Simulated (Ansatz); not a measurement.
The system is HfN.

```
Hf N
1.0
     0.00000    2.25600    2.25600
     2.25600    0.00000    2.25600
     2.25600    2.25600    0.00000
Hf N
1 1
Cartesian
  0.0000 0.0000 0.0000
  2.2560 2.2560 2.2560
```

Program: Ansatz 0.2.0. Alike in all runs: potentials or basis all-electron LAPW, scalar-relativistic; no spin polarisation; cell as given; k mesh 10 × 10 × 10; basis error allowed 0.001 eV/atom.

Task: Order these runs on this cell by their pressure, lowest first.
A. level BLYP; cutoff (eV) 344; smearing fermi-dirac 0.05 eV
B. level LDA; cutoff (eV) 343; smearing fermi-dirac 0.05 eV
C. level RPBE; cutoff (eV) 343; smearing fermi-dirac 0.05 eV
D. level PBE; cutoff (eV) 344; smearing gaussian 0.02 eV

Result: B (-8.2 GPa), D (6.7 GPa), C (11.3 GPa), A (15.5 GPa).

Not every run made on this cell is shown here.
